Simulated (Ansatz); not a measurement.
## TiAl₃: how the energy converges with the cutoff

TiAl₃, Pmm2, a = 2.840 Å, b = 4.681 Å, c = 4.901 Å. This isn't the usual stable structure of the compound. Ansatz: PBEsol, PAW, cutoff varied, Γ-centred 14×10×10 mesh on 4 atoms, Gaussian smearing 0.10 eV; no spin polarisation. Single points at one geometry, the cutoff alone changed; ΔE is the energy at zero smearing over the run at 850 eV (runs within 0.3 meV/atom of it are left out). The runs up to 380 eV lie under the cutoff recommended for these PAW datasets.

| cutoff (eV) | ΔE (meV/atom) |
| --- | --- |
| 150 | 6275.97 |
| 200 | 1621.22 |
| 250 | 335.04 |
| 300 | 56.00 |
| 350 | 8.47 |
| 380 | 2.73 |
| 420 | 0.70 |
| 460 | ? |

Assume ΔE falls exponentially with the cutoff, fit y = ln ΔE against x, the cutoff in eV, to the other rows, and predict the missing value.

y = 8.744, 7.391, 5.814, 4.025, 2.137, 1.004, -0.357. Means x = 292.9, y = 4.1083; Σ(Δx)² = 57943, ΣΔxΔy = -1992; the slope is their ratio. y = 14.17 − 0.03437 x, a factor of ten per 67 eV. At 460 eV this gives ΔE = 0.19 meV/atom. The run gave 0.38, a ratio of 0.50. Between neighbouring rows the decay runs from a factor of ten per 61 eV to one per 151 eV, so one exponential is only a rough guide. The fast fall gives way to a slow tail, so a fit to low cutoffs promises convergence too early.